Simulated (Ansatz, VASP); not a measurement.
# Ni: VASP beside Ansatz

```xyz
3
Lattice="3.4321 0.0000 0.0000 -1.7161 2.9723 0.0000 0.0000 0.0000 2.0494" Properties=species:S:1:pos:R:3 pbc="T T T"
Ni    0.0000    0.0000    0.0000
Ni    0.0000    1.9815    1.0247
Ni    1.7161    0.9908    1.0247
```

Alike in both runs: functional LDA; k mesh 11 × 11 × 15; occupations fermi-dirac, width 0.1 eV; collinear spin.

Ansatz relaxed the structure, and its values are those at the end. VASP's run is a single point on that final structure, the one shown.

|  | VASP | Ansatz |
| --- | --- | --- |
| version | VASP 6.6.1 | Ansatz 0.2.0 |
| potentials or method | VASP PAW LDA potentials, release 64 (Ni) | PAW with Ansatz's default frozen-core files, scalar-relativistic |
| plane-wave cutoff (eV) | 520 | 420 |
| valence electrons in the cell | 30 | 54 |

```csv
,VASP,Ansatz,Ansatz less VASP
net moment per atom (μB),0.00,0.00,0.000
```

The two sets of potentials don't hold the same shells in valence. Ansatz warned: «seeded_moment_not_kept».
